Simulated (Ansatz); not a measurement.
# In on a Ga site in GaN

Level of theory: PBE, no spin polarisation, scalar-relativistic; Ansatz, plane waves to 420 eV (PAW set soft_2), k-mesh 2×2×2 shifted by half a step.

The relaxed host crystal (Kohn–Sham gap 1.71 eV):

```yaml
crystal:
  lattice:
    - [3.21836, 0.00000, 0.00000]
    - [-1.60918, 2.78718, 0.00000]
    - [0.00000, 0.00000, 5.24311]
  atoms:
    - { symbol: Ga, position: [0.66667, 0.33333, 0.49913] }
    - { symbol: Ga, position: [0.33333, 0.66667, 0.99913] }
    - { symbol: N, position: [0.66667, 0.33333, 0.87587] }
    - { symbol: N, position: [0.33333, 0.66667, 0.37587] }
```

Supercell of 64 atoms, rows of the matrix [[-3,-2,-1],[3,2,-1],[1,-2,1]] times the cell vectors; In on a Ga site at (0.667, 0.333, 0.499) in fractions of the cell above. Atoms are relaxed at the host's cell.

**Question.** How does the lattice relax around the defect, and where do the electrons go?

**Answer.** Distances from the In atom (Å), by shell of the perfect crystal:

| shell | perfect crystal | relaxed, charge 0 |
| --- | --- | --- |
| 4 N | 1.97 | 2.13 |
| 12 Ga | 3.22 | 3.26 |
| 1 N | 3.27 | 3.24 |

```
charge  gap of the cell on the mesh (eV)           carriers
     0                              2.68  none in the bands
```

On this mesh the host's own supercell has a gap of 2.72 eV.

Formation energy of the neutral defect: 1.52 eV, taking atoms from and to the elements' standard states (no corrections for gases), so it belongs to those chemical potentials alone.

Relaxed cell at charge 0:

```
GaN In_Ga charge 0
1.0
    -6.4367   -5.5744   -5.2431
     6.4367    5.5744   -5.2431
     6.4367   -5.5744    5.2431
In Ga N
1 31 32
Direct
  0.4176 0.0008 0.9168
  0.1646 0.8736 0.5368
  0.4168 0.2533 0.1686
  0.1646 0.1278 0.7910
  0.4172 0.5003 0.4169
  0.9182 0.0009 0.4173
  0.1679 0.3754 0.0422
  0.6709 0.8747 0.0442
  0.4168 0.7482 0.6635
  0.9171 0.2506 0.6674
  0.1679 0.6257 0.2925
  0.6709 0.1266 0.2962
  0.9160 0.4996 0.9163
  0.6657 0.3754 0.5403
  0.9171 0.7497 0.1664
  0.6657 0.6253 0.7902
  0.0791 0.6208 0.7062
  0.8336 0.5001 0.3331
  0.0791 0.8730 0.9584
  0.8343 0.7510 0.5833
  0.0844 0.1253 0.2087
  0.5844 0.6259 0.2092
  0.8336 0.0005 0.8335
  0.3337 0.5013 0.8334
  0.0844 0.3757 0.4590
  0.5844 0.8752 0.4585
  0.8392 0.2533 0.0860
  0.3319 0.7468 0.0850
  0.5849 0.1263 0.7049
  0.3337 0.0003 0.3324
  0.5849 0.3800 0.9586
  0.3334 0.2502 0.5832
  0.2141 0.7974 0.9167
  0.9787 0.6869 0.5415
  0.2287 0.0619 0.1659
  0.9787 0.9372 0.7918
  0.2287 0.3120 0.4167
  0.7297 0.8128 0.4169
  0.9805 0.1870 0.0417
  0.4791 0.6874 0.0423
  0.2287 0.5628 0.6668
  0.7299 0.0619 0.6664
  0.9805 0.4388 0.2935
  0.4791 0.9369 0.2918
  0.7267 0.3101 0.9166
  0.4779 0.1877 0.5399
  0.7299 0.5635 0.1680
  0.4779 0.4380 0.7902
  0.3936 0.9323 0.6916
  0.1447 0.8111 0.3302
  0.3936 0.2020 0.9613
  0.1459 0.0619 0.5840
  0.3961 0.4393 0.2101
  0.8984 0.9368 0.2101
  0.1447 0.3145 0.8336
  0.6451 0.8125 0.8336
  0.3961 0.6859 0.4568
  0.8984 0.1883 0.4616
  0.1431 0.5593 0.0839
  0.6641 0.0672 0.0969
  0.8914 0.4340 0.7068
  0.6451 0.3115 0.3327
  0.8914 0.6846 0.9574
  0.6457 0.5628 0.5830
```

Caveats: semilocal functionals make gaps too small, which shifts levels too; small supercell, so energies and levels can be off by tenths of an eV; the atoms kept the symmetry of the start, so a distorted state could lie lower.
